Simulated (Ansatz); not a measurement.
# Ge (Imma) in Ansatz: convergence with wavefunction cutoff

Aim: find how far wavefunction cutoff must go before the results for Ge settle, at r2SCAN. This setting moves, with any that are tied to it; all else stays.

Program: Ansatz 0.2.0. These are calculated values, not measurements. Logs are shortened: lines on timing, memory, paths and dates and some standing lists are left out, and cuts for length are marked.

## (1) The structure

The structure is orthorhombic, space group Imma (No. 74). The conventional cell has a = 4.992 Å, b = 5.302 Å, c = 2.874 Å, α = 90.00°, β = 90.00°, γ = 90.00°. Ge (site symmetry mm2) is surrounded by 6 Ge at 2.68 to 2.87 Å.

This isn't the form of Ge at room conditions, which is diamond.

## (2) With wavefunction cutoff 400 eV

input.yaml

```yaml
crystal:
  lattice:
    - [-2.495898, 2.650863, 1.436947]
    - [2.495898, -2.650863, 1.436947]
    - [2.495898, 2.650863, -1.436947]
  atoms:
    - { symbol: Ge, position: [0.314057, 0.064057, 0.25] }
    - { symbol: Ge, position: [0.685943, 0.935943, 0.75] }
hamiltonian:
  xc: r2scan
  pseudopotentials: { kind: nc, accuracy: stringent }
kpoints:
  mp_grid: { grid: [9, 9, 9] }
scf:
  occupations: { method: cold, width: 0.1 }
output:
  forces: true
  stress: true
  eigenvalues: true
basis:
  ecutwfc: "400 eV"
```

Potentials or basis: PseudoDojo stringent (PBE files).

The run is started by

```sh
$ ansatz run input.yaml --threads 2 --pin off --max-ram 5632MiB --backend cpu --events-out ev --progress --plain --runs-dir out
```

Wall time 5.4 s (2 threads of Arm Neoverse V2, shared host); peak memory 0.37 GiB.

Results:

```yaml
Free_energy: -13965.4136 eV
Pressure: -20.2 GPa
Largest_force: 0.335 eV/Å
Band_gap_on_the_k_mesh: none (metal or under the smearing width)
```

## (3) With wavefunction cutoff 500 eV

input.yaml: that of step 2 with these lines changed.

```diff
@@ -20,2 +20,2 @@
 basis:
-  ecutwfc: "400 eV"
+  ecutwfc: "500 eV"
```

Potentials or basis: PseudoDojo stringent (PBE files).

The run is started by

```sh
$ ansatz run input.yaml --threads 2 --pin off --max-ram 5632MiB --backend cpu --events-out ev --progress --plain --runs-dir out
```

Wall time 7.2 s (2 threads of Arm Neoverse V2, shared host); peak memory 0.42 GiB.

Results:

```
Free energy            : -14478.0165 eV
Pressure               : -4.9 GPa
Largest force          : 0.262 eV/Å
Band gap on the k mesh : none (metal or under the smearing width)
```

## (4) With wavefunction cutoff 600 eV

input.yaml: that of step 3 with these lines changed.

```diff
@@ -20,2 +20,2 @@
 basis:
-  ecutwfc: "500 eV"
+  ecutwfc: "600 eV"
```

The run is started by

```sh
$ ansatz run input.yaml --threads 2 --pin off --max-ram 5632MiB --backend cpu --events-out ev --progress --plain --runs-dir out
```

Wall time 9 s (2 threads of Arm Neoverse V2, shared host); peak memory 0.46 GiB.

Results:

| Property | Result |
| --- | --- |
| Free energy | -14807.0571 eV |
| Pressure | -5.1 GPa |
| Largest force | 0.199 eV/Å |
| Band gap on the k mesh | none (metal or under the smearing width) |

## (5) With wavefunction cutoff 700 eV

input.yaml: that of step 4 with these lines changed.

```diff
@@ -20,2 +20,2 @@
 basis:
-  ecutwfc: "600 eV"
+  ecutwfc: "700 eV"
```

The run is started by

```sh
$ ansatz run input.yaml --threads 2 --pin off --max-ram 5632MiB --backend cpu --events-out ev --progress --plain --runs-dir out
```

Run time: 12 s. Hardware: 2 threads of Arm Neoverse V2, shared host; peak memory 0.54 GiB.

Results:

```
Free energy            : -15011.1723 eV
Pressure               : 1.0 GPa
Largest force          : 0.152 eV/Å
Band gap on the k mesh : none (metal or under the smearing width)
```

## (6) With wavefunction cutoff 850 eV

input.yaml: that of step 5 with these lines changed.

```diff
@@ -20,2 +20,2 @@
 basis:
-  ecutwfc: "700 eV"
+  ecutwfc: "850 eV"
```

Potentials or basis: PseudoDojo stringent (PBE files).

The run is started by

```sh
$ ansatz run input.yaml --threads 2 --pin off --max-ram 5632MiB --backend cpu --events-out ev --progress --plain --runs-dir out
```

Run time: 14 s. Hardware: 2 threads of Arm Neoverse V2, shared host; peak memory 0.64 GiB.

The run converged. Its results:

```
Free energy            : -15171.4857 eV
Pressure               : -2.4 GPa
Largest force          : 0.109 eV/Å
Band gap on the k mesh : none (metal or under the smearing width)
```

## (7) With wavefunction cutoff 1000 eV

input.yaml: that of step 6 with these lines changed.

```diff
@@ -20,2 +20,2 @@
 basis:
-  ecutwfc: "850 eV"
+  ecutwfc: "1000 eV"
```

The run is started by

```sh
$ ansatz run input.yaml --threads 2 --pin off --max-ram 5632MiB --backend cpu --events-out ev --progress --plain --runs-dir out
```

It took 17 s on 2 threads of Arm Neoverse V2, shared host; peak memory 0.79 GiB.

Results (log left out):

- Free energy: -15234.9512 eV
- Pressure: -1.1 GPa
- Largest force: 0.104 eV/Å
- Band gap on the k mesh: none (metal or under the smearing width)

## (8) With wavefunction cutoff 1200 eV

input.yaml: that of step 7 with these lines changed.

```diff
@@ -20,2 +20,2 @@
 basis:
-  ecutwfc: "1000 eV"
+  ecutwfc: "1200 eV"
```

The run is started by

```sh
$ ansatz run input.yaml --threads 2 --pin off --max-ram 5632MiB --backend cpu --events-out ev --progress --plain --runs-dir out
```

It took 19 s on 2 threads of Arm Neoverse V2, shared host; peak memory 0.86 GiB.

It converged, with:

```yaml
Free_energy: -15257.8606 eV
Pressure: -1.4 GPa
Largest_force: 0.070 eV/Å
Band_gap_on_the_k_mesh: none (metal or under the smearing width)
```

## (9) With wavefunction cutoff 1400 eV

input.yaml: that of step 8 with these lines changed.

```diff
@@ -20,2 +20,2 @@
 basis:
-  ecutwfc: "1200 eV"
+  ecutwfc: "1400 eV"
```

Potentials or basis: PseudoDojo stringent (PBE files).

The run is started by

```sh
$ ansatz run input.yaml --threads 2 --pin off --max-ram 5632MiB --backend cpu --events-out ev --progress --plain --runs-dir out
```

Run time: 25 s. Hardware: 2 threads of Arm Neoverse V2, shared host; peak memory 0.97 GiB.

Results (log left out):

- Free energy: -15260.9524 eV
- Pressure: -1.1 GPa
- Largest force: 0.073 eV/Å
- Band gap on the k mesh: none (metal or under the smearing width)

## (10) With wavefunction cutoff 1700 eV

input.yaml: that of step 9 with these lines changed.

```diff
@@ -20,2 +20,2 @@
 basis:
-  ecutwfc: "1400 eV"
+  ecutwfc: "1700 eV"
```

Potentials or basis: PseudoDojo stringent (PBE files).

The run is started by

```sh
$ ansatz run input.yaml --threads 2 --pin off --max-ram 5632MiB --backend cpu --events-out ev --progress --plain --runs-dir out
```

Standard output:

```text
Warning: hamiltonian.xc reads the kinetic-energy density τ on the library's norm-conserving files, and those of Ge were made for PBE. This build holds files of Ge that were made for r²SCAN, which a deck under this functional can read where it names no table (hamiltonian.pseudopotentials.accuracy or source), types no xc_functional and has no exact exchange, max_exx_coeff or level of output.embedding that keeps them out. To compare such runs, type hamiltonian.pseudopotentials: {kind: paw, frozen_core: stored} on both or, where PAW refuses one, {kind: nc, accuracy: standard}
Warning: RAYON_NUM_THREADS=2 ignored (pool sized by the plan → 2); use --threads N
Engine: ansatz 0.2.0, aarch64-unknown-linux-gnu
Pseudopotentials: kind: nc
Pseudopotential: Ge, nc, valence charge 22, recommended cutoff 1687.105947 eV (normal), Ge.nc.azcp (PseudoDojo's, or run here from an input of PseudoDojo's; its table is named by hamiltonian.pseudopotentials.accuracy)
Functional definition: r2SCAN
  parameter k0 = 0.174
  parameter k1 = 0.065
  parameter a1 = 4.9479
  exchange = r2scan_x(k0 = k0, k1 = k1, a1 = a1)
  correlation = r2scan_c
Crystal: 2 atoms, lattice volume = 38.029 Å³
Basis set: ecut = 1700 eV, 6021 PW (Γ), exchange–correlation on 216×216×216 points (64 copies of the dense FFT grid, shifted against one another)
Bands: 27, of which v1, the nominal top of the filled ones, is band 22 counted from 1 (21 counted from 0)
Symmetry: 8 space group operations
Space group: Imma (ITA 74), of the structure as read, at distance tolerance 3.4e-5 Å
k-points: 125 of 729
Non-local potential: Ge, projectors of the file, l = 0: 2, l = 1: 2, l = 2: 2
Initial density: superposition of atomic densities (chi_scale 0.1, normalization cell)
Initial wavefunctions: pseudopotential atomic-orbital guess
Functional: x = r2scan, c = r2scan; τ floored in thin density (d = 2e-4 eV/Å³)
iter 1 solved again at ethr=1.93e-4 eV; its pass at ethr=3.10e-3 eV (dr2=8.48e-2 eV) is discarded
SCF iter   1: F=—  HF=-15261.060279 eV  |F-HF|=—  |Δ(HF+E_count)|=         —  Δρ=2.34e-2  dr2=8.52e-2  dr2_τ=7.11e-1  ethr=1.93e-4  ⟨swp⟩=1.0  Hψ=18665  notcnv=0
preconditioner: auto → Kerker (q_TF=auto, 2.795 Å⁻¹)  [metal: Δε(μ)=0.012 eV  Ē_g=25.227 eV  σ=0.100 eV  W_gap=0.08  n_scr=16 (ndim 8)  ℏωp=31.9 eV  f_vac=0.000  D(μ)=1.03/eV (n_scr^D=4)]
[... 10 lines left out ...]
Free energy (F): -15261.153346 eV
Harris-Foulkes:  -15261.153346 eV  (|F-HF|=1.30e-9)
Internal energy: -15261.152709 eV  (E = F + TS)
E sigma→0 (E₀):  -15261.153134 eV
Entropy (-TS):   -0.000638 eV (-0.319 meV/atom)
Fermi energy:    12.763630 eV
--- Per-component energies (eV) ---
  E_band       = -2047.993519
  E_kinetic    = 7299.198964
  E_local      = -15628.648038  (includes V_loc(G=0)·N_el)
  E_nonlocal   = -3928.848771
  E_hartree    = 6005.947226
  E_xc         = -1543.048373
  E_vxc        = -1965.688919  (∫ρ·V_xc dr)
  E_vtau       = 164.108017  (kinetic-family band-sum trace: ∫τ·v_τ [+ j·A + Jᵃ·Aᵃ] dr)
  E_ewald      = -7465.753716
  E_smearing   = -0.000638  (= −TS)
  E_closure    = -0.000000  (closes the sum)
  Σ components = -15261.153346   (vs F -15261.153346, Δ=0.00e0)
--- Forces (eV/Å), atoms counted from 1 ---
  atom   1  Ge     0.00000000     0.00000000     0.07267740
  atom   2  Ge     0.00000000     0.00000000    -0.07267740
  max |Σ_I F_I| component: 0.00e0 eV/Å
--- Stress (GPa, compression-positive) ---
       -0.929735       0.000000       0.000000
        0.000000      -1.491909       0.000000
        0.000000       0.000000      -0.812728
  P = ⅓ Tr σ = -1.0781 GPa (-10.781 kbar)
--- Band table (eV; the first three rows and the last of 125) ---
  k-point 0: bands = ["-157.4460", "-157.4455", "-102.0287", "-102.0284", "-102.0192", "-102.0162", "-101.9941", "-101.9900", "-12.7136", "-12.6360", "-12.6328", "-12.6305", "-12.5945", "-12.5537", "-12.4917", "-12.4856", "-12.4568", "-12.3804", "-1.0307", "8.7894", "10.1849", "10.6865", "16.7185", "20.0718", "20.3284", "21.0694", "21.4116"]
  k-point 1: bands = ["-157.4460", "-157.4455", "-102.0287", "-102.0284", "-102.0191", "-102.0163", "-101.9940", "-101.9901", "-12.7059", "-12.6401", "-12.6345", "-12.6246", "-12.5880", "-12.5505", "-12.4927", "-12.4883", "-12.4609", "-12.3892", "-0.8870", "7.5540", "10.5932", "11.3720", "17.4242", "18.9498", "20.1954", "20.9062", "20.9069"]
  k-point 2: bands = ["-157.4459", "-157.4456", "-102.0287", "-102.0284", "-102.0188", "-102.0165", "-101.9937", "-101.9905", "-12.6838", "-12.6473", "-12.6386", "-12.6080", "-12.5746", "-12.5416", "-12.4966", "-12.4957", "-12.4728", "-12.4134", "-0.4565", "5.7540", "11.0651", "12.4554", "17.2194", "19.0180", "19.3512", "20.3857", "20.5445"]
  k-point 124: bands = ["-157.4458", "-157.4457", "-102.0289", "-102.0282", "-102.0194", "-102.0160", "-101.9944", "-101.9897", "-12.6877", "-12.6260", "-12.5967", "-12.5636", "-12.5402", "-12.5358", "-12.5204", "-12.5088", "-12.4933", "-12.4925", "3.2188", "3.5854", "6.7660", "7.5773", "17.4795", "20.1015", "23.8324", "24.0168", "25.8206"]
```

Wall time 37 s (2 threads of Arm Neoverse V2, shared host); peak memory 1.2 GiB.

Results:

* Free energy: -15261.1533 eV
* Pressure: -1.1 GPa
* Largest force: 0.073 eV/Å
* Band gap on the k mesh: none (metal or under the smearing width)

## (11) Summary

| wavefunction cutoff | energy less the tightest run, at zero smearing (meV/atom) | pressure (GPa) | largest force (eV/Å) | SCF cycles | CPU time (s) | peak memory (GiB) |
| --- | --- | --- | --- | --- | --- | --- |
| 400 eV | 647869.88 | -20.23 | 0.335 | 8 | 11 | 0.37 |
| 500 eV | 391568.34 | -4.85 | 0.262 | 8 | 14 | 0.42 |
| 600 eV | 227048.07 | -5.13 | 0.199 | 8 | 18 | 0.46 |
| 700 eV | 124990.31 | 0.98 | 0.152 | 9 | 23 | 0.54 |
| 850 eV | 44833.92 | -2.36 | 0.109 | 8 | 29 | 0.64 |
| 1000 eV | 13101.12 | -1.15 | 0.104 | 8 | 33 | 0.79 |
| 1200 eV | 1646.37 | -1.39 | 0.070 | 7 | 38 | 0.86 |
| 1400 eV | 100.49 | -1.14 | 0.073 | 9 | 49 | 0.97 |
| 1700 eV | 0.00 | -1.08 | 0.073 | 8 | 73 | 1.2 |

Against the tightest run, the pressure stays within 0.1 GPa from 1400 eV on; the largest force stays within 0.005 eV/Å from 1200 eV on. Not settled before the last step: the energy (to 1 meV/atom). The tightest run that finished is the yardstick and may itself not be fully converged.

Caveats: the meta-GGA runs on potentials made for a GGA; the potentials were made for another functional, which shifts forces and pressure.
